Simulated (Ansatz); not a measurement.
Write the native input for Ansatz 0.2.0 that does the following.

```
Task                : single point
Functional          : PBE
Potentials or basis : all-electron LAPW, scalar-relativistic
Cutoff              : 407 eV (chosen from the basis error)
Basis error allowed : 0.002 eV/atom
k mesh              : 8 × 8 × 8
Occupations         : fermi-dirac, width 0.03 eV
Spin                : no spin polarisation
```

Crystal: BN.

```
CELL_PARAMETERS angstrom
0.00000 1.81300 1.81300
1.81300 0.00000 1.81300
1.81300 1.81300 0.00000
ATOMIC_POSITIONS crystal
N 0.25000 0.25000 0.25000
B 0.00000 0.00000 0.00000
```

The cell is a database's computed one.

One way to write it, as run:

input.yaml

```yaml
crystal:
  lattice:
    - [0.0, 1.813001, 1.813001]
    - [1.813001, 0.0, 1.813001]
    - [1.813001, 1.813001, 0.0]
  atoms:
    - { symbol: "N", position: [0.25, 0.25, 0.25] }
    - { symbol: B, position: [0.0, 0.0, 0.0] }
kpoints:
  mp_grid: { grid: [8, 8, 8] }
scf:
  occupations: { method: fermi_dirac, width: 0.03 }
hamiltonian:
  xc: pbe
  pseudopotentials: { kind: all_electron, lapw: { basis_error: 0.002 } }
output:
  forces: true
  stress: true
  eigenvalues: true
```

Potentials or basis: all-electron LAPW, scalar-relativistic.

The run is started by

```bash
$ ansatz run input.yaml --threads 1 --pin off --max-ram 3072MiB --backend cpu --events-out ev --progress --plain --runs-dir out
```

It gave:

| Quantity | Value |
| --- | --- |
| Pressure | -0.4 GPa |
| Band gap on the k mesh | 4.46 eV, indirect (least direct gap 8.78 eV) |

Run time: 7.1 s on 1 thread of Intel(R) Xeon(R) Processor @ 2.50GHz (Skylake/Cascade Lake) (shared host), peak memory 0.23 GiB.
